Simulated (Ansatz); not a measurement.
Set up this calculation in Ansatz 0.2.0, as the native input.

```
Task                : single point
Functional          : PBE
Potentials or basis : Ansatz PAW
Cutoff              : 420 eV (not typed: the program's choice for these potentials)
k mesh              : 11 × 11 × 11
Occupations         : gaussian, width 0.028 eV
Spin                : collinear spin, ferromagnetic start
Starting moments    : [3.0, 0.0] μB
```

FeO (Wuestite):

```
Fe O
1.0
     0.00000    2.15540    2.15540
     2.15540    0.00000    2.15540
     2.15540    2.15540    0.00000
Fe O
1 1
Direct
  0.00000 0.00000 0.00000
  0.50000 0.50000 0.50000
```

One way to write it, as run:

input.yaml

```yaml
crystal:
  lattice:
    - [0.0, 2.1554, 2.1554]
    - [2.1554, 0.0, 2.1554]
    - [2.1554, 2.1554, 0.0]
  atoms:
    - { symbol: Fe, position: [0.0, 0.0, 0.0], spin: 3.0 }
    - { symbol: O, position: [0.5, 0.5, 0.5] }
hamiltonian:
  xc: pbe
  pseudopotentials: { kind: paw }
magnetization:
  spin_polarized: true
kpoints:
  mp_grid: { grid: [11, 11, 11] }
scf:
  occupations: { method: gaussian, width: 0.028 }
output:
  forces: true
  stress: true
  eigenvalues: true
```

Potentials or basis: Ansatz PAW.

Launch:

```bash
$ ansatz run input.yaml --threads 2 --pin off --max-ram 5632MiB --backend cpu --events-out ev --progress --plain --runs-dir out
```

It gave:

```
Pressure               : -0.3 GPa
Band gap on the k mesh : none (metal or under the smearing width)
Net moment             : 4.00 μB per cell
Absolute moment        : 4.01 μB per cell
Site moments           : Fe +3.45; O +0.32 μB
```

Caveat: the pressure holds a Pulay correction of +0.6 GPa for the finite cutoff; a cell with one magnetic atom can't hold antiferromagnetic order, which such compounds often take; semilocal functionals often make such compounds metallic where correlation or magnetic order opens a gap, which also shifts bond lengths.

Run time: 3.6 s on 2 threads of Arm Neoverse N1, on a shared host, peak memory 0.3 GiB.
